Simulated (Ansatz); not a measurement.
## Cd: pressure against volume per atom

Periodic Kohn-Sham DFT of a crystal at fixed atoms; pressure and stress are positive in compression; the energy is the free energy less that of spherical unpolarised free atoms; site moments are those in the method's own spheres, positive along +z. The results are calculated, by Ansatz 0.2.0.

Cell of the first row (space group P6_3/mmc, No. 194):
```
cell vectors (Å)
   2.9181     0.0000     0.0000
  -1.4590     2.5271     0.0000
   0.0000     0.0000     5.5030
atoms (fractions of the cell vectors)
Cd  0.33333  0.66667  0.25000
Cd  0.66667  0.33333  0.75000
```

Settings of every row: method all-electron PAW; functional PBE; relativity scalar; k mesh 14x14x7; filling fermi-dirac; smearing width 0.05 eV; nucleus gaussian.

Atom start moment: 0 on all atoms.

```
row  volume per atom (Å³)  pressure (GPa)
  1                 20.29           7.552
  2                20.506           6.666
  3                20.722           5.834
  4                21.154           4.323
  5                21.369           3.638
  6                21.585               ?
  7                21.801             2.4
  8                22.017           1.842
  9                22.449           0.839
 10                22.665            0.39
 11                 22.88          -0.027
```

Question: what pressure should row 6 give?

Worked fit of pressure. Take u = (V_r/V)^(2/3) − 1 with V_r = 21.585 Å³ an atom, which is twice the finite (Eulerian) strain; such expansions in the strain, on which the Birch-Murnaghan equation of state is built, carry the rest volume and the bulk modulus. The shown rows have u = 0.04211, 0.03478, 0.02758, 0.01354, 0.00673, -0.00662, -0.01312, -0.02583, -0.03202, -0.0381. Least squares give pressure = 2.9987 + 92.983 × u + 358.52 × u² GPa; a straight line predicts inner rows, each left out in turn, worse (root mean square 0.2 against 0.0022 GPa). The rows lie off it by 0.002, 0.000, -0.002, 0.000, -0.003, 0.001, 0.002, 0.003, 0.001, -0.003. The pressure vanishes at u = -0.0377, or V = 22.87 Å³ an atom, and there the bulk modulus at fixed shape and fractions is B = −V dP/dV = (2/3)(1 + u) dP/du = 42.3 GPa. Letting shape and atoms relax would as a rule lower it, by much in layered, chain or molecular crystals. The withheld row has u = 0, so the fit gives 2.9987 + 92.983 × (0) + 358.52 × (0)² = 2.999 GPa.

The calculation gave 2.998 GPa. The fit lies 0.001 GPa (0.013 % of the column's range) above it, one unit of the last digit.
